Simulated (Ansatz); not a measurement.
ZrSi$_{3}$O$_{8}$ (C2)

Computed with DFT PBE, scalar-relativistic, plane waves, PAW (Ansatz 0.2.0).

Cutoff 420 eV; k points 4×4×4 on the computed 12-atom cell (Γ-centred); Gaussian smearing, width 0.02 eV; no spin polarisation.

The structure is relaxed at this level of theory with its symmetry kept, and needn't be the ground state of this composition.

Space group C2 (No. 5), monoclinic, a = 7.533 Å, b = 7.662 Å, c = 7.622 Å, β = 90.0°. Around Zr lie 4 O at 1.95–1.96 Å; Si on a site of symmetry 1 has 4 O at 1.63–1.64 Å; Si on a site of symmetry 2 has 4 O at 1.63 Å; O on its first site has 2 Si at 1.63 Å; around O on its second site lie 1 Si at 1.64 Å and 1 Zr at 1.95 Å; around O on its third site lie 2 Si at 1.63 Å; 1 more site not described.

| Item | Value |
| --- | --- |
| Volume per atom | 18.33 Å³ |
| Formation energy from the elements' standard states (uncorrected) | -2.870 eV/atom |
| Kohn–Sham band gap | 5.18 eV |
| Orbital (Löwdin) character of the top 1 eV of the valence band | O 2p 95 % |
| Orbital (Löwdin) character of the lowest 1 eV of the conduction band | Zr 4d 67 %, O 2p 13 %, Zr 5s 7 %, unprojected 4 % |

The cell was found from a structure generator's guess, not taken from experiment. Kohn–Sham gaps at this level usually fall short of measured ones. Löwdin shares on free-atom orbitals overweight diffuse shells in the empty bands.
